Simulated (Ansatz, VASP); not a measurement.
**One calculation of P, two programs**

File INCAR:

```
ALGO = Normal ; EDIFF = 1E-7
ENCUT = 520 ; GGA = PE
ISIF = 2 ; ISMEAR = -1
LASPH = True ; LCHARG = False
LREAL = False ; LWAVE = False
NBANDS = 12 ; NELM = 100
PREC = Accurate ; SIGMA = 0.05
```

File KPOINTS:

```
k-points
0
Gamma
  11 11 6
```

POSCAR

```
P
1.0
    2.4407521564      0.0000000000      0.0000000000
    0.0000000000      2.4546848542      0.0000000000
   -0.0204489999      0.0000000000      4.8845691519
P
2
Direct
    0.0000000300      0.0000000000      0.7494253600
    0.9999999700      0.0000000000      0.2505746400
```

File input.yaml:

```yaml
crystal:
  lattice:
    - [2.4407521564, 0.0, 0.0]
    - [0.0, 2.4546848542, 0.0]
    - [-0.0204489999, 0.0, 4.8845691519]
  atoms:
    - { symbol: P, position: [3.0e-08, 0.0, 0.74942536] }
    - { symbol: P, position: [0.99999997, 0.0, 0.25057464] }
hamiltonian:
  xc: pbe
  pseudopotentials: { kind: paw }
kpoints:
  mp_grid: { grid: [11, 11, 6] }
scf:
  occupations: { method: fermi_dirac, width: 0.05 }
output:
  forces: true
  stress: true
  eigenvalues: true
```

Change from the starting cell: volume scaled by 1.02.

Alike in both runs: task single point; functional PBE; k mesh 11 × 11 × 6; occupations fermi-dirac, width 0.05 eV; no spin polarisation.

|  | VASP | Ansatz |
| --- | --- | --- |
| version | VASP 6.6.1 | Ansatz 0.2.0 |
| potentials or method | VASP PAW PBE potentials, release 64 (P) | Ansatz PAW |
| plane-wave cutoff (eV) | 520 | 420 |
| valence electrons in the cell | 10 | 10 |

|  | VASP | Ansatz | Ansatz less VASP |
| --- | --- | --- | --- |
| gap on the k mesh at the Fermi level (eV) | none | none | - |
| pressure (GPa) | -0.4 | -0.1 | +0.27 |
| largest component of the traceless stress (GPa) | 1.06 | 1.05 | -0.008 |

A gap of «none» marks a metal or a gap that the smearing closes. With one functional, cell and mesh, what is left measures potentials, basis and numerics.
